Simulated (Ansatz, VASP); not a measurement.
**One calculation of WC, two programs**

```
W C
1.0
     0.00000    1.96293    1.96293
     1.96293    0.00000    1.96293
     1.96293    1.96293    0.00000
W C
1 1
Direct
  0.00000 0.00000 0.00000
  0.50000 0.50000 0.50000
```

Change from the starting cell: volume scaled by 0.72, PAW files.

Alike in both runs: task single point; functional PBE; k mesh 15 × 15 × 15; occupations fermi-dirac, width 0.08 eV; no spin polarisation.

|  | VASP | Ansatz |
| --- | --- | --- |
| version | VASP 6.6.1 | Ansatz 0.2.0 |
| potentials or method | VASP PAW PBE potentials, release 64 (W_sv, C) | PAW with Ansatz's default frozen-core files, scalar-relativistic |
| plane-wave cutoff (eV) | 520 | 420 |
| valence electrons in the cell | 18 | 18 |

Ansatz gave:

```
pressure (GPa) : 240.9
```

What did VASP give for the same quantities?

Pressure (GPa): 245.0.

With one functional, cell and mesh, what is left measures potentials, basis and numerics.

Caveats: the cell as given lies far from equilibrium; so large a pressure means that the cell lies far from this level's equilibrium, or that cutoff or potentials fall short (VASP). Spin-orbit coupling is left out, which matters for the levels of W.
